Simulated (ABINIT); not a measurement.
Input of an ABINIT 10.8.3 (patched build) run:

Contents of run.abi:

```
# Pseudopotentials
pp_dirpath "./"
pseudos "Mo.GGA_PBE-JTH.xml, S.GGA_PBE-JTH.xml"

# Structure
acell 6.0171262416 6.0171262416 32.7576463855
rprim
     1.0000000000     0.0000000000     0.0000000000
    -0.5000000000     0.8660254038     0.0000000000
     0.0000000000     0.0000000000     1.0000000000
ntypat 2
znucl 42 16
natom 3
typat 1 2 2
xred
     0.0000000000     0.0000000000     0.0000000000
     0.3333333333     0.6666666667     0.9105070200
     0.3333333333     0.6666666667     0.0894929800
chkprim 0
chksymtnons 0
tolsym 1.0e-6

# Plane-wave basis
ecut 24.0
pawecutdg 46.0
pawxcdev 0

# k points
kptopt 1
ngkpt 6 6 1
nshiftk 1
shiftk 0.0 0.0 0.0

# Exchange and correlation
ixc 14

# Bands and occupations
nband 17
occopt 3
tsmear 0.05 eV

# SCF cycle
nstep 100
tolvrs 1.0e-9

# Output
iomode 3
prtwf 0
prtden 0
prteig 0
prtebands 0
enunit 2
prtvol 2

# Relaxation
ionmov 22
ntime 60
tolmxf 0.0001
optcell 2
dilatmx 1.08
ecutsm 0.5
```

Potentials or basis: JTH PAW PBE v2.0.

The run is started by

```bash
$ abinit run.abi > log 2>&1
```

Question: Estimate the relaxed cell.

Answer: a = 3.204 Å, b = 3.204 Å, c = 17.460 Å, α = 90.00°, β = 90.00°, γ = 120.00°.

Question: Predict the band gap on the k mesh.

Answer: 1.56 eV, indirect (least direct gap 1.62 eV).

Question: What does it give for the relaxed volume?

Answer: 51.74 Å³/atom.

Question: Predict the space group after relaxing (to 0.05 Å).

Answer: P-6m2 (No. 187).

Final structure:
```cif
data_structure
_symmetry_space_group_name_H-M 'P 1'
_symmetry_Int_Tables_number 1
_cell_length_a 3.2039
_cell_length_b 3.2039
_cell_length_c 17.4596
_cell_angle_alpha 90.000
_cell_angle_beta 90.000
_cell_angle_gamma 120.000
_cell_volume 155.21
loop_
_atom_site_label
_atom_site_type_symbol
_atom_site_fract_x
_atom_site_fract_y
_atom_site_fract_z
_atom_site_occupancy
Mo1 Mo 0.00000 0.00000 0.00000 1
S1 S 0.33333 0.66667 0.91049 1
S2 S 0.33333 0.66667 0.08951 1
```

Caveat: the PAW data sets were made with another functional, which shifts forces and pressure a little. As with any semilocal functional, this revPBE gap is likely too small.
